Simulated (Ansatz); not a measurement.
## G0W0 run on AlP (F-43m)

These are results of G0W0@PBE, plasmon-pole screening, soft PAW set, first generation in Ansatz 0.2.0-dev, not measurements.

Input files:

```yaml
crystal:
  lattice:
    - [0.0, 2.7315, 2.7315]
    - [2.7315, 0.0, 2.7315]
    - [2.7315, 2.7315, 0.0]
  atoms:
    - { symbol: Al, position: [0, 0, 0] }
    - { symbol: P, position: [0.25, 0.25, 0.25] }
kpoints:
  mp_grid: { grid: [6, 6, 6], shift: [0, 0, 0] }
hamiltonian:
  xc: pbe
  pseudopotentials: { kind: paw }
scf:
  occupations: { method: fixed }
  convergence: { dr2_threshold: "1e-9 eV" }
  lower_state_search: "off"
output:
  forces: false
  stress: false
gw:
  n_empty_bands: 407
  ecut_chi: 180.0
  qp_bands: [v4, c1]
  qp_kpoints: [[0, 0, 0]]
  ecutfock_ratio: 2
```

The input is rewritten from the run's settings (development build, wave cutoff 420 eV).

Levels count from the highest filled Kohn-Sham level listed; ε_QP = ε_KS + Z(Σ − Vxc). VB is the top filled band, CB the lowest empty one. The wave cutoff came out at 420 eV.

| k | band | ε_KS (eV) | Σx − Vxc (eV) | Σc (eV) | Z | ε_QP (eV) |
| --- | --- | --- | --- | --- | --- | --- |
| Γ | VB-2 | 0.00 | -2.00 | 1.12 | 0.77 | -0.67 |
| Γ | VB-1 | 0.00 | -2.00 | 1.12 | 0.77 | -0.67 |
| Γ | VB | 0.00 | -2.00 | 1.12 | 0.77 | -0.67 |
| Γ | CB | 3.29 | 4.51 | -4.17 | 0.78 | 3.56 |

The gap (direct at Γ) opens from 3.29 eV to 4.24 eV.

Electronic (ion-clamped) dielectric constant on this mesh, from the head of the inverse dielectric matrix: 8.3.

Soft PAW datasets can miss an all-electron G0W0 gap by more than 5 %. The program doubts some quasiparticle rows away from the edges, which needn't be among those shown. Band sums or response are cut, so the gap isn't at its basis limit. The gap is read among the points solved; the crystal's band edges can lie elsewhere.
